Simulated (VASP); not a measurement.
Input of a VASP 6.6.1 run:

File INCAR:

```
SYSTEM = CdS
PREC = Accurate
ENCUT = 520
EDIFF = 1E-7
ISMEAR = 0
SIGMA = 0.02
LREAL = .FALSE.
LASPH = .TRUE.
NELM = 100
ALGO = Fast
ISIF = 2
LWAVE = .FALSE.
LCHARG = .FALSE.
GGA = PS
NBANDS = 16
ISYM = 0
```

Contents of KPOINTS:

```
regular mesh
0
G
  9 9 10
  0 0 0
```

POSCAR

```
CdS
1.0
    4.1565024023      0.0000000000      0.0000000000
   -2.0782512012      3.5996366713      0.0000000000
    2.0782512012     -1.1998788904      3.3255762199
Cd S
1 1
Direct
    0.0000000000      0.0000000000      0.0000000000
    0.7500000000      0.2500000000      0.7500000000
```

Potentials or basis: VASP PAW PBE potentials, release 64 (Cd, S).

Run with:

```sh
$ cat potpaw_PBE.64/Cd/POTCAR potpaw_PBE.64/S/POTCAR > POTCAR
$ mpirun -np 1 vasp_std > vasp.out
```

(1) Predict the band gap on the k mesh.

(2) Predict the largest force.

Results:

(1) 0.96 eV, direct.

(2) 0.163 eV/Å.

Caveat: the PAW data sets were made with another functional, which shifts forces and pressure a little.
